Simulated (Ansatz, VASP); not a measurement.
## Two plane-wave programs on AlRu

Contents of INCAR:

```
PREC = Accurate ; ENCUT = 520
EDIFF = 1E-6 ; ISMEAR = 0
SIGMA = 0.15 ; LREAL = F
LASPH = T ; NELM = 100
ALGO = Fast ; ISIF = 2
LWAVE = F ; LCHARG = F
GGA = PS ; NBANDS = 16
```

KPOINTS

```
Automatic mesh
0
Gamma
  18 18 18
```

Contents of POSCAR:

```
AlRu
1.0
    3.1581339715      0.0000000000      0.0000000000
    0.0000000000      3.1581339715      0.0000000000
    0.0000000000      0.0000000000      2.6844138758
Al Ru
1 1
Direct
    0.0000000000      0.0000000000      0.0000000000
    0.5000000000      0.5000000000      0.5000000000
```

Input for Ansatz:

```yaml
crystal:
  lattice:
    - [3.1581339715, 0.0, 0.0]
    - [0.0, 3.1581339715, 0.0]
    - [0.0, 0.0, 2.6844138758]
  atoms:
    - { symbol: Al, position: [0.0, 0.0, 0.0] }
    - { symbol: Ru, position: [0.5, 0.5, 0.5] }
basis:
  ecutwfc: 420
kpoints:
  mp_grid: { grid: [18, 18, 18] }
hamiltonian:
  xc: pbesol
scf:
  occupations: { method: gaussian, width: 0.15 }
output:
  forces: true
  stress: true
  eigenvalues: true
  write_density: true
  write_potential: true
  elf: true
  volumetric_format: npy
```

Alike in both runs: task single point; functional PBEsol; k mesh 18 × 18 × 18; occupations gaussian, width 0.15 eV; no spin polarisation.

|  | VASP | Ansatz |
| --- | --- | --- |
| version | VASP 6.6.1 | Ansatz 0.2.0 |
| potentials or method | VASP PAW PBE potentials, release 64 (Al, Ru_pv) | scalar-relativistic, plane waves, PAW |
| plane-wave cutoff (eV) | 520 | 420 |
| valence electrons in the cell | 17 | 19 |

|  | VASP | Ansatz | Ansatz less VASP |
| --- | --- | --- | --- |
| gap on the k mesh at the Fermi level (eV) | none | none | - |
| pressure (GPa) | 0.5 | 0.4 | -0.13 |
| largest component of the traceless stress (GPa) | 23.75 | 23.69 | -0.058 |

A gap of «none» marks a metal or a gap that the smearing closes. With one functional, cell and mesh, what is left measures potentials, basis and numerics. The two sets of potentials don't hold the same shells in valence.

Caveats: the PAW data sets were made with another functional, which shifts forces and pressure a little (VASP).
